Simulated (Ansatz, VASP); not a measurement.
# One calculation of Bi, two programs

```
Bi
1.0
     3.54192    0.00000    0.00000
    -1.77096    3.06739    0.00000
     0.00000    0.00000    5.82272
Bi
2
Cartesian
  0.0000 2.0449 1.4557
  1.7710 1.0225 4.3670
```

Alike in both runs: task single point; functional PBE; k mesh 12 × 12 × 6; occupations fermi-dirac, width 0.1 eV; no spin polarisation.

|  | VASP | Ansatz |
| --- | --- | --- |
| version | VASP 6.6.1 | Ansatz 0.2.0 |
| potentials or method | VASP PAW PBE potentials, release 64 (Bi_d) | plane waves (420 eV) with PAW, scalar-relativistic |
| plane-wave cutoff (eV) | 520 | 420 |
| valence electrons in the cell | 30 | 30 |

```tsv
	VASP	Ansatz	Ansatz less VASP
pressure (GPa)	-0.1	-0.1	+0.07
largest component of the traceless stress (GPa)	0.51	0.50	-0.007
```
